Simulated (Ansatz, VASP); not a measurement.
One calculation of MgO, two programs

The input INCAR:

```
PREC = Accurate
ENCUT = 520
EDIFF = 1E-6
ISMEAR = 0
SIGMA = 0.05
LREAL = False
LASPH = True
NELM = 80
ALGO = Fast
ISIF = 2
LWAVE = False
LCHARG = False
GGA = PS
NBANDS = 11
```

KPOINTS

```
regular mesh
0
Gamma
  9 9 8
```

Contents of POSCAR:

```
MgO
1.0
    2.9380209034      0.0000000000      0.0000000000
   -1.4690104517      2.5444007392      0.0000000000
    0.0000000000      0.0000000000      2.6796800000
Mg O
1 1
Direct
    0.0000000000      0.0000000000      0.0000000000
    0.3333333333      0.6666666667      0.5000000000
```

Input for Ansatz:

```yaml
crystal:
  lattice:
    - [2.9380209034, 0.0, 0.0]
    - [-1.4690104517, 2.5444007392, 0.0]
    - [0.0, 0.0, 2.67968]
  atoms:
    - { symbol: Mg, position: [0.0, 0.0, 0.0] }
    - { symbol: O, position: [0.3333333333, 0.6666666667, 0.5] }
basis:
  ecutwfc: 420
kpoints:
  mp_grid: { grid: [9, 9, 8] }
hamiltonian:
  xc: pbesol
scf:
  occupations: { method: gaussian, width: 0.05 }
output:
  forces: true
  stress: true
  eigenvalues: true
```

Measurements of this composition are mostly on another form, of space group No. 225.

Alike in both runs: task single point; functional PBEsol; k mesh 9 × 9 × 8; occupations gaussian, width 0.05 eV; no spin polarisation.

|  | VASP | Ansatz |
| --- | --- | --- |
| version | VASP 6.6.1 | Ansatz 0.2.0 |
| potentials or method | VASP PAW PBE potentials, release 64 (Mg, O) | scalar-relativistic, plane waves, PAW |
| plane-wave cutoff (eV) | 520 | 420 |
| valence electrons in the cell | 8 | 16 |

VASP gave:

- gap on the k mesh at the Fermi level (eV): 2.92
- least direct gap on the mesh (eV): 3.33
- pressure (GPa): -4.4
- largest component of the traceless stress (GPa): 0.18

Q: What did Ansatz give for the same quantities?

A: gap on the k mesh at the Fermi level (eV): 2.92; least direct gap on the mesh (eV): 3.33; pressure (GPa): -3.9; largest component of the traceless stress (GPa): 0.11.

The two sets of potentials don't hold the same shells in valence.

Caveats: the PAW data sets were made with another functional, which shifts forces and pressure a little (VASP); an odd mesh through Γ misses points on the zone boundary, where band edges often lie. As with any semilocal functional, this PBEsol gap is likely too small.
